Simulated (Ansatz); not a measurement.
Input and command of a plane-wave DFT calculation in Ansatz:

```yaml
crystal:
  lattice:
    - [3.1877751512, 0.0, 0.0]
    - [-1.5938875756, 2.7606942625, 0.0]
    - [0.0, 0.0, 15.7635791896]
  atoms:
    - { symbol: W, position: [0.3333333333, 0.6666666667, 0.25] }
    - { symbol: W, position: [0.6666666667, 0.3333333333, 0.75] }
    - { symbol: S, position: [0.3333333333, 0.6666666667, 0.6484299431] }
    - { symbol: S, position: [0.6666666667, 0.3333333333, 0.1484299431] }
    - { symbol: S, position: [0.3333333333, 0.6666666667, 0.8515700569] }
    - { symbol: S, position: [0.6666666667, 0.3333333333, 0.3515700569] }
basis:
  ecutwfc: 420
kpoints:
  mp_grid: { grid: [12, 12, 2] }
hamiltonian:
  xc: pbe
scf:
  occupations: { method: gaussian, width: 0.02 }
output:
  forces: true
  stress: true
  eigenvalues: true
relax:
  adjacent_minimum: "off"
  f_tol: 0.008
  max_steps: 40
```

```bash
ansatz run input.yaml --threads 1 --pin off --max-ram 2560MiB --backend cpu --events-out ev --progress --plain --runs-dir out
```

Processor: Intel(R) Xeon(R) Platinum 8259CL CPU @ 2.50GHz (Skylake/Cascade Lake), 1 thread, on a host shared with other jobs.

Question: Estimate time, memory and problem size.

Answer: About 35 s on 1 thread of Intel(R) Xeon(R) Platinum 8259CL CPU @ 2.50GHz (Skylake/Cascade Lake) (shared host), peak memory 0.52 GiB. It solves 32 bands at 38 k points (the mesh reduced by symmetry) with about 2753 plane waves, in 19 SCF iterations over 4 ionic steps.
